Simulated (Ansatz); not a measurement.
# Ge: stress in a strained cell

Aim: deform Ge (equal xy, yz and zx engineering shear strains of -2 %) and compute stress, forces and field gradients with LAPW, PAW and all-electron datasets made for the crystal.

Program: Ansatz 0.2.0. Level of theory: DFT PBE, scalar-relativistic. These are calculated values, not measurements.

## 1. The system as given

Symmetry: Fd-3m, No. 227, cubic system. The conventional cell has a = 5.658 Å, b = 5.658 Å, c = 5.658 Å, α = 90.00°, β = 90.00°, γ = 90.00°. Ge (site symmetry -43m) has 4 Ge at 2.45 Å as nearest neighbours.

Coordinates:

```cif
data_structure
_symmetry_space_group_name_H-M 'P 1'
_symmetry_Int_Tables_number 1
_cell_length_a 4.0005
_cell_length_b 4.0005
_cell_length_c 4.0005
_cell_angle_alpha 60.000
_cell_angle_beta 60.000
_cell_angle_gamma 60.000
_cell_volume 45.27
loop_
_atom_site_label
_atom_site_type_symbol
_atom_site_fract_x
_atom_site_fract_y
_atom_site_fract_z
_atom_site_occupancy
Ge1 Ge 0.50000 0.50000 0.50000 1
Ge2 Ge 0.75000 0.75000 0.75000 1
```

Atoms are numbered in the order of the input: Ge1, Ge2.

## 2. After the deformation

Space group Fd-3m before, R-3m after.

## 3. Full-potential LAPW

The input, input.yaml:

```yaml
crystal:
  lattice:
    - [-0.0565754, 2.8004823, 2.8004823]
    - [2.8004823, -0.0565754, 2.8004823]
    - [2.8004823, 2.8004823, -0.0565754]
  atoms:
    - { symbol: Ge, position: [0.5, 0.5, 0.5] }
    - { symbol: Ge, position: [0.75, 0.75, 0.75] }
kpoints:
  mp_grid: { grid: [10, 10, 10] }
  band_path:
    path:
      - [0.0, 0.0, 0.0]
      - [0.5, 0.5, 0.5]
      - [0.2551801333, 0.5, 0.7448198667]
      - [-0.2551801333, 0.2551801333, 0.5]
      - [0.0, 0.0, 0.5]
      - [0.0, 0.0, 0.0]
      - [-0.3775900666, 0.0, 0.3775900666]
      - [0.0, 0.3775900666, 0.6224099334]
      - [0.0, 0.5, 0.5]
    npoints: 5
scf:
  occupations: { method: fermi_dirac, width: 0.05 }
hamiltonian:
  xc: pbe
  pseudopotentials: { kind: all_electron, lapw: { basis_error: 0.00025 } }
output:
  forces: true
  stress: true
  eigenvalues: true
```

Run with:

```console
ansatz run input.yaml --threads 1 --pin off --max-ram 3072MiB --backend cpu --events-out ev --progress --plain --runs-dir out
```

## 4. Frozen-core PAW

The input, input.yaml:

```yaml
crystal:
  lattice:
    - [-0.0565754, 2.8004823, 2.8004823]
    - [2.8004823, -0.0565754, 2.8004823]
    - [2.8004823, 2.8004823, -0.0565754]
  atoms:
    - { symbol: Ge, position: [0.5, 0.5, 0.5] }
    - { symbol: Ge, position: [0.75, 0.75, 0.75] }
kpoints:
  mp_grid: { grid: [10, 10, 10] }
scf:
  occupations: { method: fermi_dirac, width: 0.05 }
hamiltonian:
  xc: pbe
  pseudopotentials: { kind: paw }
output:
  forces: true
  stress: true
  eigenvalues: true
  efg: { contact_densities: true }
```

## 5. Datasets made for this crystal

input.yaml: that of step 4 with these lines changed.

```diff
@@ -14,3 +14,3 @@
   xc: pbe
-  pseudopotentials: { kind: paw }
+  pseudopotentials: { kind: all_electron, datasets: crystal }
 output:
```

(Steps that only read results are left out.)

What does the calculation give? Wanted: pressure; largest shear or deviatoric stress.

The runs gave:

```
                                 quantity                                           value
                                 pressure  LAPW 3.80, PAW 3.80, crystal datasets 3.80 GPa
largest shear or deviatoric stress (LAPW)                                        1.78 GPa
```

The largest part of the stress beyond the pressure is 1.78 GPa in size; the atoms are carried along and not relaxed. No run of the undeformed cell stands beside it, so the pressure holds what the given cell had before the change. PAW: stress within 0.01 GPa of LAPW, forces within 1 meV/Å. Crystal datasets: stress within 0.01 GPa of LAPW, forces within 1 meV/Å.
